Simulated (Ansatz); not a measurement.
# Rb: band structure with PBEsol

Rb:

```
Rb
1.0
    -2.80250    2.80250    2.80250
     2.80250   -2.80250    2.80250
     2.80250    2.80250   -2.80250
Rb
1
Direct
  0.00000 0.00000 0.00000
```

```yaml
Program: Ansatz 0.2.0
Task: band structure
Functional: PBEsol
Potentials_or_basis: all-electron LAPW, scalar-relativistic
Cutoff: 52 eV (chosen from the basis error)
Basis_error_allowed: 0.001 eV/atom
k_mesh: 7 × 7 × 7
Occupations: fermi-dirac, width 0.05 eV
Spin: no spin polarisation
```

```
Pressure                : -0.1 GPa
Band gap along the path : none (metal or under the smearing width)
```

Levels at the corners of the path, in eV from the Fermi level:
| point | band 2 | band 3 | band 4 | band 5 | band 6 | band 7 |
| --- | --- | --- | --- | --- | --- | --- |
| Γ | -12.87 | -12.87 | -12.87 | -2.01 | 3.72 | 3.72 |
| H | -12.95 | -12.95 | -12.95 | 1.25 | 1.25 | 3.33 |
| N | -12.98 | -12.91 | -12.87 | 0.24 | 0.81 | 2.60 |
| Γ | -12.87 | -12.87 | -12.87 | -2.01 | 3.72 | 3.72 |
| P | -12.92 | -12.92 | -12.92 | 1.32 | 1.32 | 1.32 |
| H | -12.95 | -12.95 | -12.95 | 1.25 | 1.25 | 3.33 |

Run time: 1.4 s on 1 thread of Arm Neoverse V2, with other jobs on the host, peak memory 0.18 GiB.
